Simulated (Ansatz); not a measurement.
KF (Carobbiite) in Ansatz: the effect of functional

KF (Carobbiite):

```
K F
1.0
     0.00000    2.67185    2.67185
     2.67185    0.00000    2.67185
     2.67185    2.67185    0.00000
K F
1 1
Direct
  0.00000 0.00000 0.00000
  0.50000 0.50000 0.50000
```

Alike in all runs:

* Program: Ansatz 0.2.0
* Task: single point
* Potentials or basis: all-electron PAW datasets made for the crystal
* k mesh: 6 × 6 × 6
* Occupations: fermi-dirac, width 0.05 eV
* Spin: no spin polarisation

One run gave: gap on the mesh 8.18 eV; pressure 0.5 GPa. Which functional did it use?
A. HSE06
B. PBE
C. PBE0

A.

```tsv
functional	cutoff	gap on the mesh (eV)	pressure (GPa)
PBE	280 eV (chosen from the basis error)	6.18	1.4
HSE06	310 eV (chosen from the basis error)	8.18	0.5
PBE0	310 eV (chosen from the basis error)	8.95	0.4
```

